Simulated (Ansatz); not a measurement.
Start from Ti3SiC2 (space group P6_3/mmc, No. 194; a = 3.073 Å, c = 17.723 Å).

Calculations: Ansatz (a quantum-chemistry and plane-wave program) PBE, spin-orbit coupling left out.

Base values:

```
Property            Value
---------------  --------
Volume per atom  12.08 Å³
c/a ratio           5.768
```

Perturbation: a hydrostatic pressure of 0.7 GPa.

Problem. What happens to the volume per atom?

Solution. The volume per atom shrinks by 0.05 Å³ (12.08 Å³ → 12.03 Å³).

Problem. How does this affect the c/a ratio?

Solution. The c/a ratio remains 5.768.

Load acts through the strain it causes; cell and atoms are relaxed under it. No phonon test of stability was made. All final runs are without spin polarisation.
